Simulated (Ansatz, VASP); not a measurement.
Two plane-wave programs on SrO

File INCAR:

```
ALGO = Normal ; EDIFF = 1E-6
ENCUT = 520 ; ISIF = 2
ISMEAR = 0 ; LASPH = T
LCHARG = T ; LELF = T
LREAL = F ; LVHAR = T
LWAVE = F ; NBANDS = 24
NELM = 80 ; PREC = Accurate
SIGMA = 0.05
```

The input KPOINTS:

```
k-points
0
Gamma
  9 9 6
```

File POSCAR:

```
SrO
1.0
    4.5134694670      0.0000000000      0.0000000000
   -2.2567347335      3.9087792176      0.0000000000
    0.0000000000      0.0000000000      4.6262036132
Sr O
2 2
Direct
    0.3333333333      0.6666666667      0.9381277000
    0.6666666667      0.3333333333      0.4381277000
    0.3333333333      0.6666666667      0.4368723000
    0.6666666667      0.3333333333      0.9368723000
```

Input for Ansatz:

```yaml
crystal:
  lattice:
    - [4.513469467, 0.0, 0.0]
    - [-2.2567347335, 3.9087792176, 0.0]
    - [0.0, 0.0, 4.6262036132]
  atoms:
    - { symbol: Sr, position: [0.3333333333, 0.6666666667, 0.9381277] }
    - { symbol: Sr, position: [0.6666666667, 0.3333333333, 0.4381277] }
    - { symbol: O, position: [0.3333333333, 0.6666666667, 0.4368723] }
    - { symbol: O, position: [0.6666666667, 0.3333333333, 0.9368723] }
basis:
  ecutwfc: 420
kpoints:
  mp_grid: { grid: [9, 9, 6] }
hamiltonian:
  xc: lda
scf:
  occupations: { method: gaussian, width: 0.05 }
output:
  forces: true
  stress: true
  eigenvalues: true
```

Alike in both runs: task single point; functional LDA; k mesh 9 × 9 × 6; occupations gaussian, width 0.05 eV; no spin polarisation.

|  | VASP | Ansatz |
| --- | --- | --- |
| version | VASP 6.6.1 | Ansatz 0.2.0 |
| potentials or method | VASP PAW LDA potentials, release 64 (Sr_sv, O) | scalar-relativistic, plane waves, PAW |
| plane-wave cutoff (eV) | 520 | 420 |
| valence electrons in the cell | 32 | 32 |

VASP gave:

* gap on the k mesh at the Fermi level (eV): 1.52
* least direct gap on the mesh (eV): 1.52
* pressure (GPa): 1.9
* largest component of the traceless stress (GPa): 16.17
* rms of the force components (eV/Å): 0.036

What did Ansatz give for the same quantities?

gap on the k mesh at the Fermi level (eV): 1.56; least direct gap on the mesh (eV): 1.56; pressure (GPa): 1.2; largest component of the traceless stress (GPa): 15.10; rms of the force components (eV/Å): 0.034.

Atom by atom the forces differ by 0.002 eV/Å (rms over components).

Caveats: an odd mesh through Γ misses points on the zone boundary, where band edges often lie. LDA gaps usually lie below the measured ones, often by a third to a half.
